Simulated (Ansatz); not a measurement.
**C (Carbon): lattice vibrations and screening**

Aim: for C (Carbon), relax to small forces and stress, get the zone-centre modes and read the electric field gradients at the nuclei.

A COD entry behind a cell of this session may itself be a prediction, so a difference from it is no test against experiment.

Method: DFT PBE, scalar-relativistic, plane waves, PAW, in Ansatz 0.2.0.

2 further runs of the same task are left out: 1 that didn't finish, 1 set aside as unsound or not needed.

## Step 1: The structure to begin with

Symmetry: P6_3/mmc, No. 194, hexagonal system. Conventional cell: a = 2.512 Å, b = 2.512 Å, c = 4.180 Å, α = 90.00°, β = 90.00°, γ = 120.00°. C (site symmetry 3m) has 4 C at 1.54 to 1.57 Å as nearest neighbours.

Coordinates:

```cif
data_structure
_symmetry_space_group_name_H-M 'P6_3/mmc'
_symmetry_Int_Tables_number 194
_cell_length_a 2.5116
_cell_length_b 2.5116
_cell_length_c 4.1804
_cell_angle_alpha 90.000
_cell_angle_beta 90.000
_cell_angle_gamma 120.000
_cell_volume 22.84
loop_
_atom_site_label
_atom_site_type_symbol
_atom_site_symmetry_multiplicity
_atom_site_Wyckoff_symbol
_atom_site_fract_x
_atom_site_fract_y
_atom_site_fract_z
_atom_site_occupancy
C1 C 4 f 0.33333 0.66667 0.06273 1
```

This cell was relaxed beforehand with the same method: volume 5.71 Å³/atom, gap on the mesh 3.35 eV.

## Step 2: Relaxing to 0.001 eV/Å

The response runs start from a cell at rest, found with their own mesh and filling of the bands.

File input.yaml:

```yaml
crystal:
  lattice:
    - [2.511563538, 0.0, 0.0]
    - [-1.255781769, 2.1750778272, 0.0]
    - [0.0, 0.0, 4.1803567947]
  atoms:
    - { symbol: C, position: [0.3333333333, 0.6666666667, 0.0627318021] }
    - { symbol: C, position: [0.6666666667, 0.3333333333, 0.5627318021] }
    - { symbol: C, position: [0.3333333333, 0.6666666667, 0.4372681979] }
    - { symbol: C, position: [0.6666666667, 0.3333333333, 0.9372681979] }
basis:
  ecutwfc: 420
kpoints:
  mp_grid: { grid: [12, 12, 6] }
hamiltonian:
  xc: pbe
scf:
  occupations: { method: fixed }
output:
  forces: true
  stress: true
  eigenvalues: true
  write_density: true
  write_potential: true
  elf: true
  volumetric_format: npy
relax:
  adjacent_minimum: "off"
  f_tol: 0.001
  max_steps: 60
  cell: { stress_tol: 0.01 }
```

On the command line:

```
$ ansatz run input.yaml --threads 1 --pin off --max-ram 2560MiB --backend cpu --events-out ev --progress --plain --runs-dir out
```

Output:

```text
Warning: RAYON_NUM_THREADS=1 ignored (pool sized by the plan → 1); use --threads N
Engine: ansatz 0.2.0, x86_64-unknown-linux-gnu
Pseudopotentials: kind: paw
Pseudopotential: C, paw, valence charge 4, recommended cutoff 420 eV (normal), C.paw.azcp
Functional definition: PBE
  parameter kappa = 0.804
  parameter beta = 0.06672455060314922
  exchange = pbe_x(kappa = kappa, mu = beta*pi^2/3)
  correlation = pbe_c(beta = beta)
Crystal: 4 atoms, lattice volume = 22.837 Å³
Basis set: ecut = 420 eV, 427 PW (Γ), exchange–correlation on 36×36×60 points (8 copies of the dense FFT grid, shifted against one another)
Bands: 12, of which v1, the nominal top of the filled ones, is band 8 counted from 1 (7 counted from 0)
Symmetry: 24 space group operations
Space group: P63/mmc (ITA 194), of the structure as read, at distance tolerance 2.8e-5 Å
k-points: 76 of 864
Non-local potential: C, projectors of the file, l = 0: 2, l = 1: 2, l = 2: 1
PAW form: soft (Blöchl's): semilocal exchange-correlation on the pseudo side does not see the compensation charge
PAW one-centre angular grid: C, 110 points (default); XC on 64 Gauss nodes
Initial density: superposition of atomic densities (neutral atoms: chi_scale 0, normalization atom), corrected by the library's trained network
Initial wavefunctions: pseudopotential atomic-orbital guess
Functional: x = pbe(κ = 0.804, μ = 0.2195149727645171), c = pbe(β = 0.06672455060314922)
SCF iter   1: F=—  HF=-1003.133745 eV  |F-HF|=—  |Δ(HF+E_count)|=         —  Δρ=3.83e-3  dr2=1.61e-3  ethr=1.77e-3  ⟨swp⟩=4.6  Hψ=4650  notcnv=0  defer=117
preconditioner: auto → none  [insulator: Δε(μ)=3.359 eV  Ē_g=16.867 eV  n_scr=2 (ndim 8)  ℏωp=31.1 eV  f_vac=0.000  ε∞_Penn≈4.4]
SCF iter   2: F=—  HF=-1003.133350 eV  |F-HF|=—  |Δ(HF+E_count)|=   3.95e-4  Δρ=1.69e-3  dr2=2.44e-4  ethr=1.00e-5  ⟨swp⟩=2.4  Hψ=2023  notcnv=0  defer=147
SCF iter   3: F=—  HF=-1003.133412 eV  |F-HF|=—  |Δ(HF+E_count)|=   6.25e-5  Δρ=2.39e-4  dr2=3.12e-6  ethr=1.52e-6  ⟨swp⟩=2.5  Hψ=1562  notcnv=0  defer=133
SCF iter   4: F=—  HF=-1003.133415 eV  |F-HF|=—  |Δ(HF+E_count)|=   3.12e-6  Δρ=2.00e-5  dr2=7.90e-8  ethr=1.95e-8  ⟨swp⟩=2.6  Hψ=1536  notcnv=0  defer=2
iter 5 did not close the SCF: its close was put off for the readings that it lacked (scf_convergence_deferred on its scf_iter line)
SCF iter   5: F=-1003.133415 eV  HF=-1003.133415 eV  |F-HF|=3.40e-10  |Δ(HF+E_count)|=   2.22e-8  Δρ=4.73e-6  dr2=3.76e-9  ethr=4.94e-10  ⟨swp⟩=2.4  Hψ=1544  notcnv=0  defer=2
SCF iter   6: F=-1003.133415 eV  HF=-1003.133415 eV  |F-HF|=1.32e-11  |Δ(HF+E_count)|=  8.12e-10  Δρ=5.82e-7  dr2=4.31e-11  ethr=2.35e-11  ⟨swp⟩=6.8  Hψ=5937  notcnv=0
SCF 1 converged in 6 iterations: F = -1003.133415 eV  dr2 = 4.31e-11
relax step   1: F+E_penalty+E_count = -1003.13341520 eV  Δ(F+E_penalty+E_count) = +0.000e0 eV  max|allowed force component| = 2.502e-4 eV/Å  Δτ_max = 0.0000 Å  P = -0.001 GPa  Ω = 22.837 Å³  (6 SCF iters, dr2 threshold 1.00e-7 eV, accepted)
Initial density: handed on by an earlier stage of this run
Initial wavefunctions: pseudopotential atomic-orbital guess (no wavefunctions were taken with the density)
iter 1 solved again at ethr=6.50e-9 eV; its pass at ethr=3.10e-3 eV (dr2=1.04e-6 eV) is discarded
SCF iter   1: F=—  HF=-1003.133416 eV  |F-HF|=—  |Δ(HF+E_count)|=         —  Δρ=1.34e-6  dr2=1.26e-10  ethr=6.50e-9  ⟨swp⟩=3.1  Hψ=7256  notcnv=0  defer=139
preconditioner: auto → none  [insulator: Δε(μ)=3.354 eV  Ē_g=16.868 eV  n_scr=2 (ndim 8)  ℏωp=31.1 eV  f_vac=0.000  ε∞_Penn≈4.4]
SCF iter   2: F=—  HF=-1003.133415 eV  |F-HF|=—  |Δ(HF+E_count)|=   6.02e-7  Δρ=5.64e-7  dr2=1.04e-11  ethr=1.00e-12  ⟨swp⟩=3.0  Hψ=2111  notcnv=0  defer=138
SCF iter   3: F=—  HF=-1003.133415 eV  |F-HF|=—  |Δ(HF+E_count)|=  7.44e-11  Δρ=3.39e-7  dr2=3.78e-12  ethr=1.00e-12  ⟨swp⟩=8.2  Hψ=4806  notcnv=0
SCF iter   4: F=-1003.133415 eV  HF=-1003.133415 eV  |F-HF|=2.27e-13  |Δ(HF+E_count)|=  4.50e-11  Δρ=1.01e-8  dr2=4.71e-15  ethr=1.00e-12  ⟨swp⟩=5.0  Hψ=3326  notcnv=0
SCF 2 converged in 4 iterations: F = -1003.133415 eV  dr2 = 4.71e-15
relax step   2: F+E_penalty+E_count = -1003.13341520 eV  Δ(F+E_penalty+E_count) = -7.390e-12 eV  max|allowed force component| = 2.535e-4 eV/Å  Δτ_max = 0.0000 Å  P = -0.001 GPa  Ω = 22.837 Å³  stress off target by 5.98e-3 GPa  SCF on the basis re-selected at this cell (its energy is not comparable with the rows above)  (4 SCF iters)
basis re-selected at this cell: Δ(F+E_penalty+E_count) = -7.390e-12 eV, ΔP = -0.000 GPa vs the last step (what re-selecting the basis moved, of the pressure what is left beyond the Pulay correction that the steps carried, after the strain that the cell walked since its last selection, with what the two solves' SCF thresholds leave and, on support functions, any second-order correction that the steps lacked; it is no measure of the basis error at this ecutwfc). This SCF's stress stands 5.98e-3 GPa from its target on what of the cell is left free (relax.cell.stress_tol is 1.00e-2 GPa) and its largest allowed force component is 2.54e-4 eV/Å (relax.f_tol is 1.00e-3 eV/Å): within both
SCF converged after 4 iterations
Free energy (F): -1003.133415 eV
Harris-Foulkes:  -1003.133415 eV  (|F-HF|=2.27e-13)
Internal energy: -1003.133415 eV  (E = F + TS)
E sigma→0 (E₀):  -1003.133415 eV
Fermi energy:    13.482077 eV
--- Per-component energies (eV) ---
  E_band       = 68.189028
  E_kinetic    = 368.246542
  E_local      = -247.581003  (includes V_loc(G=0)·N_el)
  E_nonlocal   = 106.561527
  E_hartree    = 54.587886
  E_xc         = -194.679374
  E_vxc        = -241.675558  (∫ρ·V_xc dr)
  E_paw        = -396.797194  (= ΣΔE_a)
  E_vpaw       = -26.538286  (= ΣTr[D̂ρ^β])
  E_aug_tail   = 0.000034  (compensation charges beyond the density's cutoff)
  E_ewald      = -693.471833
  E_smearing   = -0.000000  (= −TS)
  E_closure    = -0.000000  (closes the sum)
  Σ components = -1003.133415   (vs F -1003.133415, Δ=0.00e0)
--- Forces (eV/Å), atoms counted from 1 ---
  atom   1  C      0.00000000    -0.00000000    -0.00025351
  atom   2  C     -0.00000000     0.00000000    -0.00025351
  atom   3  C     -0.00000000    -0.00000000     0.00025351
  atom   4  C     -0.00000000     0.00000000     0.00025351
  max |Σ_I F_I| component: 1.16e-16 eV/Å
--- Stress (GPa, compression-positive) ---
       -0.004433       0.000000      -0.000000
       -0.000000      -0.004433       0.000000
       -0.000000       0.000000       0.005976
  P = ⅓ Tr σ = -0.0010 GPa (-0.010 kbar)
--- Band table (eV; the first three rows and the last of 76) ---
  k-point 0: bands = ["-8.2153", "-2.6763", "-0.1324", "10.4151", "10.4151", "13.0099", "13.4821", "13.4821", "18.4528", "18.4528", "18.8176", "21.5193"]
  k-point 1: bands = ["-8.0285", "-3.7705", "1.2791", "10.5613", "10.5613", "11.8101", "13.1591", "13.1591", "18.8061", "18.8061", "19.4759", "21.4923"]
  k-point 2: bands = ["-7.4705", "-5.2884", "3.7311", "9.2981", "10.9861", "10.9861", "12.4328", "12.4328", "19.6565", "19.6565", "20.4622", "21.3791"]
  k-point 75: bands = ["-0.0745", "-0.0745", "1.0371", "1.0371", "4.0238", "4.0238", "9.2078", "9.2078", "20.8635", "20.8635", "22.5425", "22.5425"]
--- Relaxed structure (1 steps of the walk, 1 accepted, 1 SCFs on fresh bases) ---
  F+E_penalty+E_count = -1003.13341520 eV   max|allowed force component| = 2.535e-4 eV/Å   (the final SCF, on the basis selected at the relaxed cell)
  cell:  # Å, volume = 22.8366 Å³
    - [2.511563538042306, 0.0, 0.0]
    - [-1.255781769021153, 2.1750778271633617, 0.0]
    - [0.0, 0.0, 4.1803567947]
  atoms:
    - { symbol: C, position: [0.33333333333333337, 0.6666666666666667, 0.0627318021] }
    - { symbol: C, position: [0.6666666666666667, 0.33333333333333337, 0.5627318021] }
    - { symbol: C, position: [0.33333333333333337, 0.6666666666666667, 0.4372681979] }
    - { symbol: C, position: [0.6666666666666667, 0.33333333333333337, 0.9372681979] }
```

Wall time 2.1 s (1 thread of Intel Xeon Platinum 8488C (Sapphire Rapids), shared host); peak memory 0.35 GiB.

Relaxation path:

```csv
step,energy from step 1 (eV/cell),largest force component (eV/Å),pressure (GPa),volume (Å³)
1,0.0000,0.0003,0.00,22.84
2,0.0000,0.0003,0.00,22.84
```

Step 1 is the start. Step 2 repeats the geometry before it on a plane-wave basis chosen anew for that cell, so its energy need not be comparable with the rows above.

|  | before | after | change |
| --- | --- | --- | --- |
| a (Å) | 2.512 | 2.512 | 0.0 % |
| b (Å) | 2.512 | 2.512 | 0.0 % |
| c (Å) | 4.180 | 4.180 | 0.0 % |
| volume (Å³/atom) | 5.71 | 5.71 | 0.0 % |
| shortest distance (Å) | 1.542 | 1.542 | 0.0 % |
| space group (0.01 Å) | P6_3/mmc | P6_3/mmc | same |

The run keeps the 24 symmetry operations of the start, so it could not have lowered the symmetry.

Density in a lattice plane of the grid's cell (edges 2.51 and 4.18 Å, at 0.333 of the third edge), which holds C.

Values in e/Å³, 12 rows by 8 columns:
```
0.73 0.50 0.54 0.91 1.52 1.79 1.74 1.32
0.42 0.25 0.28 0.55 1.15 1.70 1.55 0.92
0.30 0.16 0.19 0.41 0.93 1.47 1.32 0.72
0.41 0.24 0.27 0.54 1.14 1.72 1.56 0.91
0.73 0.50 0.55 0.91 1.52 1.79 1.75 1.33
0.94 0.75 0.79 1.08 1.54 1.69 1.67 1.38
0.73 0.71 0.72 0.78 0.89 0.95 0.93 0.83
0.41 0.47 0.47 0.40 0.34 0.31 0.31 0.34
0.30 0.38 0.37 0.28 0.20 0.17 0.17 0.21
0.42 0.48 0.47 0.41 0.35 0.33 0.33 0.36
0.73 0.70 0.71 0.77 0.88 0.95 0.92 0.82
0.96 0.77 0.81 1.11 1.58 1.74 1.72 1.42
```
Columns run along the first of these edges and rows up along the second, over one cell in 8 and 12 even steps from the bottom left corner. Atoms in the plane (fractional): C at (0.67, 0.56), C at (0.67, 0.94).

ELF in the same plane.

Ten even steps from ' ' (0.05) to '@' (0.92):
```
%%**++++##%%##++::    --**%%
**==--==++****++::  ..--++##
==::....--==****++++++****++
::..    ..--**##%%@@@@%%##++
::      ..--**%%@@@@@@@@##++
::..    ..--**##%%@@@@%%##++
==::....--==****++++++****++
**==----++****++::....--**##
##**++++##%%##++::    --**%%
%%##****##%%%%##==::::++##%%
##**++**##%%%%##**====**##%%
**++++++++******++==++++****
============------::::----==
::--====--::....        ....
::--====--::..            ..
::--====--::....        ....
==============------::----==
**++++++++******++++++++****
%%**++**##%%%%##**++++**%%%%
%%##****##%%%%##==::::++%%%%
```
Columns run along the first of these edges and rows up along the second, over one cell in 14 and 20 even steps from the bottom left corner. Atoms in the plane (fractional): C at (0.67, 0.56), C at (0.67, 0.94).

Both are smooth fields of the valence electrons: close to the nuclei they are not physical.

The highest ELF values outside the cores: 0.94 on the C–C line, 0.8 Å from C.

## Step 3: Zone-centre modes, without Raman tensors

input.yaml, as its differences from that of step 2:

```diff
@@ -19,13 +19,7 @@
 output:
-  forces: true
-  stress: true
   eigenvalues: true
-  write_density: true
-  write_potential: true
-  elf: true
-  volumetric_format: npy
-relax:
-  adjacent_minimum: "off"
-  f_tol: 0.001
-  max_steps: 60
-  cell: { stress_tol: 0.01 }
+phonons:
+  method: dfpt
+  dielectric: true
+  rigid_motions: translations
+  eigenvectors: true
```

On the command line:

```
$ ansatz run input.yaml --threads 1 --pin off --max-ram 2560MiB --backend cpu --events-out ev --progress --plain --runs-dir out
```

Output (excerpt; [...] marks lines left out):

```text
Warning: RAYON_NUM_THREADS=1 ignored (pool sized by the plan → 1); use --threads N
[...]
[... 3 set-up lines as earlier in the session ...]
[...]
Crystal: 4 atoms, lattice volume = 22.837 Å³
Basis set: ecut = 420 eV, 427 PW (Γ), exchange–correlation on 36×36×60 points (8 copies of the dense FFT grid, shifted against one another)
Bands: 12, of which v1, the nominal top of the filled ones, is band 8 counted from 1 (7 counted from 0)
[... 1 set-up line as earlier in the session ...]
k-points: 242 of 864 (irreducible under 2 space group operations, time reversal used)
[...]
SCF iter   1: F=—  HF=-1003.133725 eV  |F-HF|=—  |Δ(HF+E_count)|=         —  Δρ=3.83e-3  dr2=1.61e-3  ethr=1.77e-3  ⟨swp⟩=4.7  Hψ=14907  notcnv=0  defer=382
[...]
DFPT response loops at Γ: preconditioner auto → none (the input reference at scf.mixing.eps_inf says where Resta's filter doesn't serve); β = 0.50; Broyden in place of MSR1
[...]
WARN: field response: ε∞ stands inside a basis, on 12×12×6 points; the force constants stand on the 12×12×6 k-mesh, whose period is 13.16 times the interband length at k = (0.0000, 0.0000, 0.0000), direct gap 4.971 eV, under 14: take them and everything formed from them as unconverged, [...]
        526.98      2             0.0000
       1040.34      1             0.0000
       1179.76      2             0.0000
       1237.68      1             0.0000
       1264.70      1             0.0000
       1294.42      2             0.0000
  optical modes at Γ + LO–TO along q̂ = [1.0000, 0.0000, 0.0000]:
      ω (cm⁻¹)  modes    IR ((D/Å)²/amu)
        526.98      2             0.0000
       1040.34      1             0.0000
       1179.76      2             0.0000
       1237.68      1             0.0000
       1264.70      1             0.0000
       1294.42      2             0.0000
  optical modes at Γ + LO–TO along q̂ = [0.0000, 1.0000, 0.0000]:
      ω (cm⁻¹)  modes    IR ((D/Å)²/amu)
        526.98      2             0.0000
       1040.34      1             0.0000
       1179.76      2             0.0000
       1237.68      1             0.0000
       1264.70      1             0.0000
       1294.42      2             0.0000
  optical modes at Γ + LO–TO along q̂ = [0.0000, 0.0000, 1.0000]:
      ω (cm⁻¹)  modes    IR ((D/Å)²/amu)
        526.98      2             0.0000
       1040.34      1             0.0000
       1179.76      2             0.0000
       1237.68      1             0.0000
       1264.70      1             0.0000
       1294.42      2             0.0000
```

Run time: 41 s. Hardware: 1 thread of Intel Xeon Platinum 8488C (Sapphire Rapids), shared host; peak memory 0.66 GiB.

The optical modes at Γ, the three translations left out and without the macroscopic field of LO modes (i: imaginary):

```
cm⁻¹    meV  modes  IR intensity ((D/Å)²/amu)
 527   65.3      2                       0.00
1040  129.0      1                       0.00
1180  146.3      2                       0.00
1238  153.5      1                       0.00
1265  156.8      1                       0.00
1294  160.5      2                       0.00
```

Displacements in the lowest optical mode (527 cm⁻¹), eigenvector over the root of the mass, scaled so that the longest move is 1. It is one member of a degenerate level, so its direction within the level is arbitrary.

```
atom     x      y     z
  C1  0.00  -1.00  0.00
  C2  0.00   1.00  0.00
  C3  0.00   1.00  0.00
  C4  0.00  -1.00  0.00
```

Displacements in the highest mode (1294 cm⁻¹), eigenvector over the root of the mass, scaled so that the longest move is 1. It is one member of a degenerate level, so its direction within the level is arbitrary.

```
atom     x      y     z
  C1  0.00  -1.00  0.00
  C2  0.00  -1.00  0.00
  C3  0.00   1.00  0.00
  C4  0.00   1.00  0.00
```

Diagonal Born charges in e, distinct sites:

```
atom  Z*xx  Z*yy  Z*zz  mean
  C1  0.00  0.00  0.00  0.00
```

## Step 4: Field gradients

input.yaml, as its differences from that of step 3:

```diff
@@ -19,7 +19,11 @@
 output:
+  forces: true
+  stress: true
   eigenvalues: true
-phonons:
-  method: dfpt
-  dielectric: true
-  rigid_motions: translations
-  eigenvectors: true
+  efg: {}
+checkpoint:
+  read: start.run
+  write: ck
+  compress: false
+  write_wavefunctions: false
+  write_every: 100000
```

On the command line:

```
$ ansatz run input.yaml --threads 1 --pin off --max-ram 2560MiB --backend cpu --events-out ev --progress --plain --runs-dir out
```

Output (excerpt; [...] marks lines left out):

```text
Warning: RAYON_NUM_THREADS=1 ignored (pool sized by the plan → 1); use --threads N
[...]
[... 3 set-up lines as earlier in the session ...]
[...]
Crystal: 4 atoms, lattice volume = 22.837 Å³
Basis set: ecut = 420 eV, 427 PW (Γ), exchange–correlation on 36×36×60 points (8 copies of the dense FFT grid, shifted against one another)
Bands: 12, of which v1, the nominal top of the filled ones, is band 8 counted from 1 (7 counted from 0)
[... 2 set-up lines as earlier in the session ...]
k-points: 76 of 864
[...]
SCF iter   1: F=—  HF=-1003.133415 eV  |F-HF|=—  |Δ(HF+E_count)|=         —  Δρ=4.40e-8  dr2=1.83e-13  ethr=6.38e-9  ⟨swp⟩=3.1  Hψ=7258  notcnv=0  defer=139
[...]
       -0.004432      -0.000000      -0.000000
       -0.000000      -0.004432       0.000000
       -0.000000       0.000000       0.005971
  P = ⅓ Tr σ = -0.0010 GPa (-0.010 kbar)
--- PAW observables at the nuclei: V_zz in 10²¹ V/m², potentials from the cell's mean, atoms counted from 1 ---
  atom   1  C  V_zz =    +0.303844   η = 0.0000   by run symmetry: allowed
            electrostatic potential = -419.052543 V   contact ρ = none
  atom   2  C  V_zz =    +0.303844   η = 0.0000   by run symmetry: allowed
            electrostatic potential = -419.052543 V   contact ρ = none
  atom   3  C  V_zz =    +0.303844   η = 0.0000   by run symmetry: allowed
            electrostatic potential = -419.052543 V   contact ρ = none
  atom   4  C  V_zz =    +0.303844   η = 0.0000   by run symmetry: allowed
            electrostatic potential = -419.052543 V   contact ρ = none
--- Band table (eV; the first three rows and the last of 76) ---
  k-point 0: bands = ["-8.2153", "-2.6763", "-0.1324", "10.4151", "10.4151", "13.0099", "13.4821", "13.4821", "18.4528", "18.4528", "18.8176", "21.5193"]
[...]
```

Run time: 0.77 s. Hardware: 1 thread of Intel Xeon Platinum 8488C (Sapphire Rapids), shared host; peak memory 0.35 GiB.

One row a distinct site:

```
atom  V_zz (10²¹ V/m²)     η
  C1             0.304  0.00
```

## Step 5: Summary of results

```
             quantity                 value
   optical modes at Γ      527 to 1294 cm⁻¹
 ε∞, principal values      5.65, 5.65, 5.98
ε0 with the ions free         5.6, 5.6, 6.0
    mean Born charges             C +0.00 e
largest V_zz, in size  0.30 ×10²¹ V/m² at C
```

**Reading.** No zone-centre mode is imaginary. That tests stability at Γ alone. Of the static screening, 0 % comes from the ions' motion. By the run's own warning the mesh is too coarse for the force constants and what follows from them. The largest field gradient is at C1 (0.30 ×10²¹ V/m²); where the nucleus has a quadrupole moment, the product sets the coupling seen in NMR or NQR. η is zero at all sites: each lies on an axis of threefold or higher symmetry, or has no gradient.
